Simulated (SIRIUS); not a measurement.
## Eu under changes of volume

One of the cells (48.859 Å³/atom); the others are scaled copies at fixed shape and fractional positions:

```
CELL_PARAMETERS angstrom
-2.30300 2.30300 2.30300
2.30300 -2.30300 2.30300
2.30300 2.30300 -2.30300
ATOMIC_POSITIONS crystal
Eu 0.00000 0.00000 0.00000
```

```yaml
Program: SIRIUS 7.12.0
Functional: PBEsol
Potentials_or_basis: all-electron FP-LAPW
Cutoff: 168 eV
Basis: apw+lo standard
k_mesh: 8 × 8 × 8
Occupations: fermi-dirac, width 0.05 eV
Spin: collinear spin, ferromagnetic start
Starting_moments: "[7.0] μB"
```

```csv
volume (Å³/atom),energy over the lowest point (meV/atom),moment (μB per cell)
45.927,0.00,7.37
46.904,14.13,7.39
47.882,29.59,7.40
48.859,45.57,7.41
49.836,62.12,7.42
50.813,?,?
51.790,97.54,7.43
```

**Question.** What does the run at 50.813 Å³/atom give?

**Answer.** Energy over the lowest point 79.43 meV/atom; moment 7.42 μB per cell.

Worked out: A Birch-Murnaghan fit of order 3 (a polynomial in V^(-2/3)) to the other rows has no minimum within the range. It gives 79.58 meV/atom at 50.813 Å³/atom, against the run's 79.43. A straight line through the other rows of the moment, of slope 0.00994 μB per Å³/atom, gives 7.43 μB, against the run's 7.42.

Energies are extrapolated to zero smearing.
